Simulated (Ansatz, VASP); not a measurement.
**TaSi2: VASP beside Ansatz**

```xyz
9
Lattice="4.7800 0.0000 0.0000 -2.3900 4.1396 0.0000 0.0000 0.0000 6.5640" Properties=species:S:1:pos:R:3 pbc="T T T"
Ta   -1.1950    2.0698    1.0940
Ta    1.1950    2.0698    5.4700
Ta    2.3900    0.0000    3.2820
Si    1.1949    0.6899    1.0940
Si   -1.1951    3.4497    5.4700
Si    2.3900    2.7599    3.2820
Si    1.1951    3.4497    1.0940
Si    3.5851    0.6899    5.4700
Si    0.0000    1.3797    3.2820
```

Alike in both runs: task relaxation of cell and atoms; functional PBE; k mesh 5 × 5 × 3; occupations fermi-dirac, width 0.05 eV; no spin polarisation.

```csv
,VASP,Ansatz
version,VASP 6.6.1,Ansatz 0.2.0
potentials or method,"VASP PAW PBE potentials, release 54 (Ta_pv, Si)",Ansatz PAW
plane-wave cutoff (eV),600,420
valence electrons in the cell,57,63
```

```csv
,VASP,Ansatz,Ansatz less VASP
"gap on the k mesh at the Fermi level, each at its own relaxed structure (eV)",none,none,-
relaxed volume (Å³/atom),14.68,14.67,-0.011
relaxed cell length with the largest relative difference (Å),4.816,4.814,-0.0013
energy change over the relaxation (meV/atom),-20,-20,+0.4
```

A gap of «none» marks a metal or a gap that the smearing closes. The two sets of potentials don't hold the same shells in valence.

Caveats: the plane-wave basis is chosen anew once the cell has moved, so the energies of steps on either side of that aren't comparable (Ansatz). Spin-orbit coupling is left out, which matters for the levels of Ta. Zero-point motion and thermal expansion aren't in these numbers. PBE usually gives volumes a little too large and moduli too small.
